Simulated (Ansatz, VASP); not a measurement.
**CuH2 in VASP and in Ansatz**

```
Cu H
1.0
     3.38517    0.00000    0.00000
    -1.69258    2.93164    0.00000
     0.00000    0.00000   15.00000
Cu H
1 2
Direct
  0.00000 0.00000 0.50000
  0.33333 0.66667 0.50770
  0.66667 0.33333 0.49230
```

Alike in both runs: task single point; functional PBE; k mesh 6 × 6 × 1; occupations gaussian, width 0.1 eV; no spin polarisation.

|  | VASP | Ansatz |
| --- | --- | --- |
| version | VASP 6.6.1 | Ansatz 0.2.0 |
| potentials or method | VASP PAW PBE potentials, release 64 (Cu, H) | scalar-relativistic, plane waves, PAW |
| plane-wave cutoff (eV) | 520 | 420 |
| valence electrons in the cell | 13 | 21 |

|  | VASP | Ansatz | Ansatz less VASP |
| --- | --- | --- | --- |
| gap on the k mesh at the Fermi level (eV) | none | none | - |
| rms of the force components (eV/Å) | 0.103 | 0.103 | -0.0007 |

Atom by atom the forces differ by 0.001 eV/Å (rms over components). A gap of «none» marks a metal or a gap that the smearing closes. The two sets of potentials don't hold the same shells in valence. Ansatz warned: «slab_cell_height_set».
